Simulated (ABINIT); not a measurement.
Runs of ABINIT 10.8.3 (patched build) on TaN. The structure is cubic, space group Fm-3m (No. 225). The conventional cell has a = 4.423 Å, b = 4.423 Å, c = 4.423 Å, α = 90.00°, β = 90.00°, γ = 90.00°. Ta (site symmetry m-3m) has 6 N at 2.21 Å as nearest neighbours. N (site symmetry m-3m) is surrounded by 6 Ta at 2.21 Å. The cell comes from a database or a generator and needn't be the stable form of this composition.

```tsv
task	level	spin	k mesh	cutoff (eV)	fine-grid cutoff	mesh quality	gap on the mesh (eV)	V0 of scaled cells (Å³/atom)	B0 (GPa)
band structure	BP86	SOC, no magnetisation	10 × 10 × 10	680	1278.94 eV	not flagged	none	-	-
single point	r2SCAN	off	8 × 8 × 8	816	1414.99 eV	not flagged	none	-	-
equation of state	AM05	off	10 × 10 × 10	680	1278.94 eV	not flagged	-	10.43	361
single point	PBE	off	4 × 4 × 4	680	1278.94 eV	coarse	none	-	-
band structure	RPBE	off	10 × 10 × 10	680	1278.94 eV	not flagged	none	-	-
equation of state	PBE	off	10 × 10 × 10	544	1088.46 eV	not flagged	-	10.77	(a)
```

Alike in all rows: potentials or basis JTH PAW PBE v2.0; cell as given; smearing fermi-dirac 0.05 eV.

Task: Estimate the missing entries.

Result: (a) 332.

Caveats: some runs use coarse meshes; the highest band is partly filled, so the run has too few bands (some runs); the PAW data sets were made with another functional, which shifts forces and pressure a little (some runs); pressures at fixed basis lie under the slope of the energies (some runs); spin-orbit coupling is left out, which moves the levels of the heavy elements (some runs).

A k mesh can miss the band edges, and rows without SOC leave out spin-orbit coupling on Ta.

A gap of «none» marks a metal or a gap under the smearing width.
